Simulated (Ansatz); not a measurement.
**Ti: strain energy, fitted**

Ti, P6/mmm, a = 4.568 Å, c = 2.825 Å. This isn't the element's structure at ambient conditions. Ansatz: r2SCAN, PAW, 500 eV, Γ-centred 12×12×18 mesh on 3 atoms, Gaussian smearing 0.10 eV; no spin polarisation. Series: equal strain along all axes, cell held, atoms fixed by symmetry; x is the strain in per cent. y is the free energy over the unstrained cell, V0 = 17.014 Å³/atom.

| x (%) | y (meV/atom) |
| --- | --- |
| -3.0 | 54.81 |
| -2.0 | 23.75 |
| -1.0 | ? |
| 0.0 | 0.00 |
| 1.0 | 5.53 |
| 2.0 | 21.56 |
| 3.0 | 47.30 |

Fit y = c2 x² + c3 x³ to the other rows, turn c2 into a modulus, and predict the missing energy.

Least squares on the rows shown. y = 5.6713 x² − 0.13890 x³. In eV per unit strain² c2 is 56.71; the stiffness is B for this strain (E = 9/2 B V0 ε², shape held): 2 × 56.71 × 160.2 / (9 × 17.014) = 119 GPa. At x = -1.0 the fit asked for gives 5.81 meV/atom. The run gave 5.78 meV/atom, so the fit is 0.03 meV/atom too high, within twice the rms miss on the fitted rows (0.02 meV/atom).